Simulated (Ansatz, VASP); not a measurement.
# Two plane-wave programs on As

The input INCAR:

```
SYSTEM = As
PREC     = Accurate       ! precision mode
ENCUT    = 520            ! plane-wave cutoff, eV
EDIFF    = 1E-6           ! SCF threshold, eV
ISMEAR   = 1              ! smearing method
SIGMA    = 0.6            ! smearing width, eV
LREAL    = .False.        ! projectors in reciprocal space
LASPH    = .True.         ! aspherical terms in the spheres
NELM     = 100            ! most SCF steps
ALGO     = Normal         ! electronic algorithm
ISIF     = 2              ! what is computed and relaxed
LWAVE    = .False.        ! write WAVECAR
LCHARG   = .False.        ! write CHGCAR
GGA      = PE             ! functional
NBANDS   = 12             ! bands
```

The input KPOINTS:

```
Automatic mesh
0
Gamma
  10 10 10
  0 0 0
```

The input POSCAR:

```
As
1.0
    1.9036109523      1.0990502958      3.6081612956
   -1.9036109523      1.0990502958      3.6081612956
    0.0000000000     -2.1981005915      3.6081612956
As
2
Direct
    0.7737100447      0.7737100447      0.7737100447
    0.2262899553      0.2262899553      0.2262899553
```

Input for Ansatz:

```yaml
crystal:
  lattice:
    - [1.9036109523, 1.0990502958, 3.6081612956]
    - [-1.9036109523, 1.0990502958, 3.6081612956]
    - [0.0, -2.1981005915, 3.6081612956]
  atoms:
    - { symbol: As, position: [0.7737100447, 0.7737100447, 0.7737100447] }
    - { symbol: As, position: [0.2262899553, 0.2262899553, 0.2262899553] }
hamiltonian:
  xc: pbe
  pseudopotentials:
    kind: paw
    azcp:
      As: "pseudopotentials/As.paw.azcp"
basis:
  ecutwfc: 420
  fft_grid_basis: typed
kpoints:
  mp_grid: { grid: [10, 10, 10], shift: [0, 0, 0] }
magnetization:
  spin_polarized: false
scf:
  occupations: { method: methfessel_paxton, width: 0.6 }
  lower_state_search: "off"
output:
  stress: true
```

Alike in both runs: task single point; functional PBE; k mesh 10 × 10 × 10; occupations methfessel-paxton of order 1, width 0.6 eV; no spin polarisation.

|  | VASP | Ansatz |
| --- | --- | --- |
| version | VASP 6.6.1 | Ansatz 0.2.0 |
| potentials or method | VASP PAW PBE potentials, release 64 (As) | plane waves (420 eV) with PAW, scalar-relativistic |
| plane-wave cutoff (eV) | 520 | 420 |
| valence electrons in the cell | 10 | 30 |

|  | VASP | Ansatz | Ansatz less VASP |
| --- | --- | --- | --- |
| pressure (GPa) | 0.2 | 0.0 | -0.25 |
| largest component of the traceless stress (GPa) | 0.00 | 0.07 | +0.066 |

The functional is the same, so the differences come from potentials, cutoffs and numerics. The two sets of potentials don't hold the same shells in valence.
